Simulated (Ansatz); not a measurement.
**How settings move the G0W0 gap of NaH (CsCl type)**

NaH built on the CsCl prototype, relaxed with r2SCAN; one-shot G0W0 in Ansatz without spin-orbit coupling. All values are calculated for a non-magnetic cell, which may be hypothetical.

Space group Pm-3m (No. 221). a = 2.932 Å, b = 2.932 Å, c = 2.932 Å, α = 90.00°, β = 90.00°, γ = 90.00°
```json
{"atom": "Na", "site": "1a", "symmetry": "m-3m", "x": "0.0000", "y": "0.0000", "z": "0.0000"}
{"atom": "H", "site": "1b", "symmetry": "m-3m", "x": "0.5000", "y": "0.5000", "z": "0.5000"}
```

Gaps are read over the mesh points alone. G0W0 here is at a finite number of bands, screening cutoff and k mesh, not at the basis limit.

| start | potentials | frequency model | mesh | empty bands | screening cutoff (eV) | Kohn-Sham gap (eV) | G0W0 gap (eV) | rough cost |
| --- | --- | --- | --- | --- | --- | --- | --- | --- |
| PBE | PAW | contour deformation | 4×4×4 | 40 | 80 | 1.00 | 2.79 | 5 core-seconds |
| PBE | PAW | contour deformation | 4×4×4 | 94 | 140 | 1.00 | 2.96 | 10 core-seconds |
| PBE | PAW | contour deformation | 4×4×4 | 174 | 210 | 1.00 | 3.04 | 30 core-seconds |
| HSE06 | PAW | contour deformation | 4×4×4 | 94 | 140 | 1.88 | 3.57 | 40 core-seconds |
| LDA | PAW | contour deformation | 4×4×4 | 94 | 140 | 0.53 | 2.78 | 11 core-seconds |
| r2SCAN | PAW | contour deformation | 4×4×4 | 94 | 140 | 1.57 | 3.38 | 14 core-seconds |
| PBE | PAW | Godby-Needs pole | 4×4×4 | 94 | 140 | 1.00 | 2.97 | 13 core-seconds |
| PBE | PAW | contour deformation | 6×6×6 | 40 | 80 | 1.03 | 2.84 | 22 core-seconds |
| PBE | norm-conserving | contour deformation | 4×4×4 | 94 | 140 | 1.00 | 2.93 | 23 core-seconds |

G0W0 moves the gap on the mesh from 1.00 eV (PBE) to 3.04 eV (R to X). Renormalisation factors Z lie between 0.70 and 0.81.

Raising bands and cutoff together moves the gap by +0.17 eV (80 to 140 eV), then +0.08 eV (140 to 210 eV); the last step is still large, so the basis limit isn't reached. Starting from HSE06 (1.88 eV against PBE's 1.00 eV) gives 3.57 eV, +0.61 eV from G0W0@PBE at the same screening cutoff. Starting from LDA (0.53 eV against PBE's 1.00 eV) gives 2.78 eV, -0.18 eV from G0W0@PBE at the same screening cutoff. Starting from r2SCAN (1.57 eV against PBE's 1.00 eV) gives 3.38 eV, +0.42 eV from G0W0@PBE at the same screening cutoff. The Godby-Needs plasmon pole differs from contour deformation by +0.01 eV. A 6×6×6 mesh in place of 4×4×4 changes the opening over PBE by +0.02 eV (the gap on the mesh by +0.05 eV, the PBE gap by +0.03 eV). Norm-conserving potentials (wave cutoff 1197 eV against 420 eV) shift the quasiparticle gap by -0.03 eV and the PBE gap by 0.00 eV. r2SCAN runs take a wave cutoff of 500 eV.
